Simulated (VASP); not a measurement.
Wanted: the native input for a VASP 6.6.1 run.

- Task: relaxation of the atoms
- Functional: PBE
- Dispersion: TS
- Potentials or basis: VASP PAW PBE potentials, release 64 (Ba_sv, S)
- Cutoff: 520 eV
- k mesh: 5 × 5 × 1
- Occupations: fermi-dirac, width 0.05 eV
- Spin: no spin polarisation
- Dipole correction: yes
- Atoms held fixed (from 0): [0, 4, 1, 5]
- Further INCAR settings: ALGO = Normal; EDIFF = 1e-06; IBRION = 2; EDIFFG = -0.02; NSW = 40

The structure of BaS lies in POSCAR:

```
BaS
1.0
    4.5166445648      0.0000000000      0.0000000000
    0.0000000000      4.5166445648      0.0000000000
    0.0000000000      0.0000000000     24.5812500000
Ba S
4 4
Selective dynamics
Direct
    0.5000000000      0.5000000000      0.3051106026  F F F
    0.0000000000      0.0000000000      0.4350368675  F F F
    0.5000000000      0.5000000000      0.5649631325  T T T
    0.0000000000      0.0000000000      0.6948893974  T T T
    0.0000000000      0.0000000000      0.3051106026  F F F
    0.5000000000      0.5000000000      0.4350368675  F F F
    0.0000000000      0.0000000000      0.5649631325  T T T
    0.5000000000      0.5000000000      0.6948893974  T T T
```

These files were run (other wordings do the same):

INCAR

```
ALGO     = Normal         # electronic algorithm
DIPOL    = 0.5 0.5 0.500
EDIFF    = 1E-6           # SCF threshold, eV
EDIFFG   = -0.02          # ionic threshold
ENCUT    = 520            # plane-wave cutoff, eV
GGA      = PE             # functional
IBRION   = 2              # ionic algorithm
IDIPOL   = 3            
ISIF     = 2              # what is computed and relaxed
ISMEAR   = -1             # smearing method
IVDW     = 2              # dispersion correction
LASPH    = T              # aspherical terms in the spheres
LCHARG   = F              # write CHGCAR
LDIPOL   = T            
LREAL    = F              # projectors in reciprocal space
LWAVE    = F              # write WAVECAR
NELM     = 100            # most SCF steps
NSW      = 40             # ionic steps
PREC     = Accurate       # precision mode
SIGMA    = 0.05           # smearing width, eV
```

KPOINTS

```
k-points
0
Gamma
  5 5 1
```

Potentials or basis: VASP PAW PBE potentials, release 64 (Ba_sv, S).

Launch:

```bash
$ cat potpaw_PBE.64/Ba_sv/POTCAR potpaw_PBE.64/S/POTCAR > POTCAR
$ mpirun -np 1 vasp_std > vasp.out
```

Results of the run:

```yaml
Energy_gained_by_relaxing: 2.9 meV/atom
Ionic_steps: 11
Band_gap_on_the_k_mesh: 2.12 eV, direct
Hirshfeld_charges: Ba +0.39, +0.30; S -0.39, -0.31 e
Dispersion_energy_per_atom: -0.607 eV
```

Caveat: spin-orbit coupling is left out, which moves the levels of the heavy elements.

Run time: 18 min on 1 thread of Intel(R) Xeon(R) Platinum 8259CL CPU @ 2.50GHz (Skylake/Cascade Lake), on a shared host, peak memory 0.63 GiB.
